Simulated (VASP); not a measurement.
The system is FeS2.

```
Fe S
1.0
     5.41780    0.00000    0.00000
     0.00000    5.41780    0.00000
     0.00000    0.00000    5.41780
Fe S
4 8
Cartesian
  0.0000 0.0000 0.0000
  2.7089 0.0000 2.7089
  2.7089 2.7089 0.0000
  0.0000 2.7089 2.7089
  2.0849 2.0849 2.0849
  0.6240 3.3329 4.7938
  4.7938 0.6240 3.3329
  3.3329 4.7938 0.6240
  3.3329 3.3329 3.3329
  4.7938 2.0849 0.6240
  0.6240 4.7938 2.0849
  2.0849 0.6240 4.7938
```

Base run:

| Property | Result |
| --- | --- |
| Program | VASP 6.6.1 |
| Functional | SCAN |
| Potentials or basis | VASP PAW PBE potentials, release 64 (Fe, S) |
| Cutoff | 420 eV |
| k mesh | 6 × 6 × 6 |
| Occupations | gaussian, width 0.02 eV |
| Spin | no spin polarisation |

Its results: band gap on the k mesh 1.16 eV, indirect (least direct gap 1.22 eV).

Task: The run is repeated on the same cell with these changes: functional from SCAN to TB-mBJ. What comes out?

Result: Band gap on the k mesh 1.56 eV, direct.

A k mesh can miss the band edges.
